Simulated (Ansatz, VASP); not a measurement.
## HfN in VASP and in Ansatz

The input INCAR:

```
PREC     = Accurate       # precision mode
ENCUT    = 520            # plane-wave cutoff, eV
EDIFF    = 1E-7           # SCF threshold, eV
ISMEAR   = -1             # smearing method
SIGMA    = 0.1            # smearing width, eV
LREAL    = F              # projectors in reciprocal space
LASPH    = T              # aspherical terms in the spheres
NELM     = 100            # most SCF steps
ALGO     = Normal         # electronic algorithm
ISIF     = 2              # what is computed and relaxed
LWAVE    = F              # write WAVECAR
LCHARG   = F              # write CHGCAR
GGA      = PE             # functional
NBANDS   = 14             # bands
```

Contents of KPOINTS:

```
Automatic mesh
0
Gamma
  11 11 11
```

Contents of POSCAR:

```
HfN
1.0
    0.0000000000      2.2929901810      2.2929901810
    2.2929901810      0.0000000000      2.2929901810
    2.2929901810      2.2929901810      0.0000000000
Hf N
1 1
Direct
    0.0000000000      0.0000000000      0.0000000000
    0.5000000000      0.5000000000      0.5000000000
```

Input for Ansatz:

```yaml
crystal:
  lattice:
    - [0.0, 2.2929901809743094, 2.2929901809743094]
    - [2.2929901809743094, 0.0, 2.2929901809743094]
    - [2.2929901809743094, 2.2929901809743094, 0.0]
  atoms:
    - { symbol: Hf, position: [0.0, 0.0, 0.0] }
    - { symbol: "N", position: [0.5, 0.5, 0.5] }
basis:
  ecutwfc: 450.0
kpoints:
  mp_grid:
    grid: [11, 11, 11]
hamiltonian:
  xc: pbe
scf:
  occupations:
    method: fermi_dirac
output:
  stress: true
```

Alike in both runs: task single point; functional PBE; k mesh 11 × 11 × 11; no spin polarisation.

|  | VASP | Ansatz |
| --- | --- | --- |
| version | VASP 6.6.1 | Ansatz 0.2.0 |
| potentials or method | VASP PAW PBE potentials, release 64 (Hf_pv, N) | plane waves, PAW |
| plane-wave cutoff (eV) | 520 | 450 |
| occupations | fermi-dirac, width 0.1 eV | fermi-dirac |
| valence electrons in the cell | 15 | 31 |

Ansatz gave:

* pressure (GPa): -6.2

**Question.** Estimate VASP's values.

**Answer.** Pressure (GPa): -8.4.

The two sets of potentials don't hold the same shells in valence.

The runs have no spin-orbit coupling, so splittings on Hf are missing.
